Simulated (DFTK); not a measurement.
A run of DFTK 0.8.2 is set up as follows.

run.jl

```julia
using DFTK
using PseudoPotentialData
using Unitful, UnitfulAtomic
using LinearAlgebra, Printf
include("save.jl")
disable_threading()

lines     = readlines("TiO2.xyz")
cell_ang  = reshape(parse.(Float64, split(match(r"Lattice=\"([^\"]+)\"", lines[2])[1])), 3, 3)
lattice   = austrip(1u"Å") * cell_ang
symbols   = [Symbol(split(l)[1]) for l in lines[3:end]]
positions = [round.(cell_ang \ parse.(Float64, split(l)[2:4]); digits=9) for l in lines[3:end]]
pseudopotentials = Dict(:O => "O.upf", :Ti => "Ti.upf")
elements = Dict(s => ElementPsp(s, pseudopotentials; rcut=10.0) for s in unique(symbols))
atoms    = [elements[s] for s in symbols]

build_model(lattice, positions; symmetries=true) =
    model_DFT(lattice, atoms, positions;
              functionals=PBEsol(),
              temperature=austrip(0.05u"eV"),
              smearing=Smearing.FermiDirac(),
              symmetries)
Ecut  = 30.0  # hartree
kgrid = [4, 4, 7]
tol   = 1e-6
to_GPa = ustrip(uconvert(u"GPa", 1u"hartree/bohr^3"))

model = build_model(lattice, positions)
basis = PlaneWaveBasis(model; Ecut, kgrid)
display(basis)
scfres = self_consistent_field(basis;
                               tol,
                               nbandsalg=AdaptiveBands(model; n_bands_converge=30))
display(scfres.energies)
@printf "Fermi level: %.6f eV\n" ustrip(auconvert(u"eV", something(scfres.εF, NaN)))
forces = compute_forces_cart(scfres)
println("Forces (eV/Å)")
for (s, f) in zip(symbols, forces)
    @printf "%-3s %12.6f %12.6f %12.6f\n" s ustrip.(auconvert.(u"eV/Å", f))...
end
stress = compute_stresses_cart(scfres)
println("Stress (GPa)")
display(round.(stress * to_GPa; digits=4))
println("Levels at the first k-point (eV): ", round.(ustrip.(auconvert.(u"eV", scfres.eigenvalues[1][1:scfres.n_bands_converge])); digits=4))
save_scf!(scfres; forces, stress)

points = Dict("G" => [0.0, 0.0, 0.0], "A" => [0.5, 0.5, 0.5], "M" => [0.5, 0.5, 0.0], "R" => [0.0, 0.5, 0.5], "X" => [0.0, 0.5, 0.0], "Z" => [0.0, 0.0, 0.5])
segments = [("G", "X", 4), ("X", "M", 4), ("M", "G", 6), ("G", "Z", 6), ("Z", "R", 4), ("R", "A", 4), ("A", "Z", 6), ("X", "R", 6), ("M", "A", 6)]
kcoords = vcat([[points[a] + t * (points[b] - points[a]) for t in range(0, 1, n)] for (a, b, n) in segments]...)
bands = compute_bands(scfres, ExplicitKpoints(kcoords); n_bands=32, tol=1e-5)
for (k, ε) in zip(bands.basis.kpoints, bands.eigenvalues)
    @printf "%d %8.4f %8.4f %8.4f " k.spin k.coordinate...
    println(join([@sprintf("%9.4f", e) for e in ustrip.(auconvert.(u"eV", ε .- scfres.εF))]))
end
results["band_energies"] = rows(bands.eigenvalues); results["band_kpoints"] = rows(kcoords)
```

The input TiO2.xyz:

```xyz
6
Lattice="4.5998373239 0.0000000000 0.0000000000 0.0000000000 4.5998373239 0.0000000000 0.0000000000 0.0000000000 2.9592135600" Properties=species:S:1:pos:R:3 pbc="T T T"
Ti     0.0000000000      0.0000000000      1.4796067800
Ti     2.2999186620      2.2999186620      0.0000000000
O      1.3998285662      1.3998285662      1.4796067800
O      0.9000900958      3.6997472281      0.0000000000
O      3.6997472281      0.9000900958      0.0000000000
O      3.2000087577      3.2000087577      1.4796067800
```

Potentials or basis: SPMS 1.0 (PBE).

Run with:

```sh
$ julia --threads=1 run.jl  # save.jl only writes the numbers to a file and isn't shown; printed stress counts tension as positive; times include loading and compiling
```

Task: Estimate the largest force.

Result: 0.077 eV/Å.

Task: What does it give for the band gap along the path?

Result: 1.89 eV, direct.

Task: Predict the band gap on the k mesh.

Result: 1.89 eV, direct.

Levels at the corners of the path, in eV from the valence-band top:
```
point  band 20  band 21  band 22  band 23  band 24  band 25  band 26  band 27  band 28  band 29
    Γ    -2.02    -0.73    -0.48    -0.48     0.00     1.89     2.15     2.45     2.55     2.55
    X    -3.11    -1.67    -1.67    -0.76    -0.76     2.55     2.55     3.09     3.09     3.63
    M    -2.22    -1.33    -1.33    -1.11    -1.11     1.92     1.92     2.58     2.58     3.91
    Γ    -2.02    -0.73    -0.48    -0.48     0.00     1.89     2.15     2.45     2.55     2.55
    Z    -2.80    -2.42    -2.42    -1.45    -1.45     3.03     3.03     3.24     3.24     3.72
    R    -2.43    -2.07    -2.07    -1.06    -1.06     1.93     1.93     3.27     3.27     3.98
    A    -2.76    -1.30    -1.30    -0.69    -0.69     2.64     2.64     3.25     3.25     3.29
    Z    -2.80    -2.42    -2.42    -1.45    -1.45     3.03     3.03     3.24     3.24     3.72
    X    -3.11    -1.67    -1.67    -0.76    -0.76     2.55     2.55     3.09     3.09     3.63
    R    -2.43    -2.07    -2.07    -1.06    -1.06     1.93     1.93     3.27     3.27     3.98
    M    -2.22    -1.33    -1.33    -1.11    -1.11     1.92     1.92     2.58     2.58     3.91
    A    -2.76    -1.30    -1.30    -0.69    -0.69     2.64     2.64     3.25     3.25     3.29
```

Caveat: the cutoff is short for these potentials, so energies and forces aren't converged, fitted volumes are rough and the log's stress (off by 3 to 10 GPa or more in trials) isn't used; the potentials were made for another functional, which shifts forces and pressure.

**The experiment to reproduce.**

From “Shallow Valence Band of Rutile GeO2 and P-type Doping”, 2020, arxiv:2011.08928, for a bulk crystal of TiO2 at 1.6 K: band gap 3.03 eV (direct).

Against the measured gap of TiO2, 3.03 eV (direct; 1.6 K; quoted in “Shallow Valence Band of Rutile GeO2 and P-type Doping”, 2020, arxiv:2011.08928), the calculated 1.89 eV is off by -1.14 eV. 2 values of this kind are on record in papers (3.03 to 3.05 eV); this one was drawn at random among those near their median. The value is that of PBEsol, without temperature or zero-point motion. Semilocal functionals fall short of measured gaps as a rule. The cell is a database's relaxed one, not the measured one, which moves gaps too.
